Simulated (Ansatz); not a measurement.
# Structure types of Ru compared at 44 GPa

Structure types of Ru are relaxed in primitive cells with their symmetry kept at 44 GPa, first on PAW files, then by LAPW. The enthalpy is E + pV at zero temperature, without zero-point motion. Only the types listed were tried, and differences under about 5 meV/atom are mesh noise. Not among the end structures: fcc, which may lie lower.

Level of theory: DFT with PBE, scalar-relativistic, in Ansatz 0.2.0; Fermi–Dirac smearing of 0.1 eV, no spin polarisation. LAPW: all electrons, basis error target 0.5 meV/atom; PAW: frozen-core files, cutoff 420 eV.

k meshes: bcc 19×19×19, hcp 17×17×9, beta tin 18×18×18, diamond 13×13×13, omega 9×9×12.

```json
{"start type": "bcc", "ends as": "bcc, Im-3m", "a, b, c (Å)": "2.936, 2.936, 2.936", "V (Å³/atom)": "12.65", "H − H(lowest), LAPW (meV/atom)": "?"}
{"start type": "hcp", "ends as": "hcp, P6_3/mmc", "a, b, c (Å)": "2.621, 2.621, 4.151", "V (Å³/atom)": "12.35", "H − H(lowest), LAPW (meV/atom)": "0.0"}
{"start type": "beta tin", "ends as": "beta tin, I4_1/amd", "a, b, c (Å)": "4.581, 4.581, 2.568", "V (Å³/atom)": "13.47", "H − H(lowest), LAPW (meV/atom)": "?"}
{"start type": "diamond", "ends as": "diamond, Fd-3m", "a, b, c (Å)": "5.141, 5.141, 5.141", "V (Å³/atom)": "16.99", "H − H(lowest), LAPW (meV/atom)": "2665.9"}
{"start type": "omega", "ends as": "omega, P6/mmm", "a, b, c (Å)": "4.121, 4.121, 2.567", "V (Å³/atom)": "12.59", "H − H(lowest), LAPW (meV/atom)": "330.9"}
```

Task: Fill in "H − H(lowest), LAPW (meV/atom)" for the row "bcc".

Result: 725.8.

Task: Give the missing entry: row "beta tin", column "H − H(lowest), LAPW (meV/atom)".

Result: 1290.4.

Task: Split the lead of hcp over omega into energy and pV.

Result: For omega less hcp: ΔE = +266.9 meV/atom, and p·ΔV = 44 GPa × +0.2329 Å³ × 6.242 meV/(GPa·Å³) = +64.0 meV/atom, together 330.9 meV/atom. hcp wins on both counts.
